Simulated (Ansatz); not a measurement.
## Ni$_{3}$Ge: how the free axis answers a strain

Ni$_{3}$Ge, Pm-3m, a = 3.525 Å. The structure is a Materials Project entry; whether it is the stable form wasn't checked. Ansatz: PBEsol, PAW, 420 eV, Γ-centred 14×14×14 mesh on 4 atoms, Gaussian smearing 0.10 eV; no spin polarisation. Series: uniaxial strain along a, with b, c and atoms relaxed; x is the strain in per cent. y is the change of c in per cent of 3.525 Å.

```tsv
x (%)	y (%)
-4.5	?
-3.0	1.13
-1.5	0.55
0.0	0.00
1.5	-0.50
3.0	-0.96
4.5	-1.39
```

Question: Fit y = c1 x + c2 x² to the other rows, say what c1 measures, and predict the missing y.

Answer: Least squares on the rows shown. y = −0.3493 x + 0.009151 x². So −c1 = 0.349 is Poisson's ratio for this pair of axes. At x = -4.5 the fit asked for gives 1.76 %. The run gave 1.77 %, so the fit is 0.01 % too low, a small miss on the scale of the series.